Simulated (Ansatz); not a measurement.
# CoO: a tetragonal deformation path

The task here is to estimate one member of a computed series from the others.

Method: DFT PBEsol, scalar-relativistic, plane waves, PAW, in Ansatz 0.2.0.

1 further run of the same task is left out (set aside as unsound or not needed).

## The system as given

Symmetry: Fm-3m, No. 225, cubic system. The conventional cell has a = 4.263 Å, b = 4.263 Å, c = 4.263 Å, α = 90.00°, β = 90.00°, γ = 90.00°. Co (site symmetry m-3m) has 6 O at 2.13 Å as nearest neighbours. Around O (site symmetry m-3m) lie 6 Co at 2.13 Å.

Structure file:

```xyz
2
Lattice="0.0000 2.1315 2.1315 2.1315 0.0000 2.1315 2.1315 2.1315 0.0000" Properties=species:S:1:pos:R:3 pbc="T T T"
Co    0.0000    0.0000    0.0000
O     2.1315    2.1315    2.1315
```

The structure comes from the Crystallography Open Database.

Set-up of the first run:

The input, input.yaml:

```yaml
crystal:
  lattice:
    - [0.0, 2.1315, 2.1315]
    - [2.1315, 0.0, 2.1315]
    - [2.1315, 2.1315, 0.0]
  atoms:
    - { symbol: Co, position: [0.0, 0.0, 0.0], spin: 3.0 }
    - { symbol: O, position: [0.5, 0.5, 0.5] }
basis:
  ecutwfc: 420
kpoints:
  mp_grid: { grid: [8, 8, 8] }
hamiltonian:
  xc: pbesol
scf:
  occupations: { method: gaussian, width: 0.1 }
  lower_state_search: "off"
output:
  forces: true
  stress: true
  eigenvalues: true
  populations: true
magnetization:
  spin_polarized: true
```

On the command line:

```console
$ ansatz run input.yaml --threads 1 --pin off --max-ram 1228MiB --backend cpu --events-out ev --progress --plain --runs-dir out
```

Steps of the session up to this table: Quick check of gap, pressure and forces; The reference: the undisturbed cell on the scan's mesh; Point ρ = 0.707; Point ρ = 1.414; At ρ = 0.850; Point ρ = 1.200.

One of the session's tables, all rows but one given; the rest of the session is left out.

| ρ | ΔE (meV/atom) | pressure (GPa) | moment (μB/cell) |
| --- | --- | --- | --- |
| 0.707 | 300.7 | 29.5 | 2.46 |
| 0.850 | 21.4 | -4.1 | 2.79 |
| 1.000 | 0.0 | -10.8 | 2.95 |
| 1.200 | ? | ? | ? |
| 1.414 | 52.7 | 9.0 | 2.23 |

Q: Estimate the row for ρ = 1.200 from the others.

Worked estimate for «ΔE (meV/atom)». A straight line through the neighbours (1.000, 0.0) and (1.414, 52.7) gives 0.0 + (52.7 − 0.0) × (1.200 − 1.000) / (1.414 − 1.000) = 25.5; a parabola fitted to 3 rows on both sides gives 5.0.

**Answer.** ΔE (meV/atom): 7.5; pressure (GPa): -5.9; moment (μB/cell): 2.64. In «ΔE (meV/atom)» the line misses by +18.0 and the parabola by -2.5.

To keep in mind: Without a U such compounds often come out metallic though many are antiferromagnetic insulators.
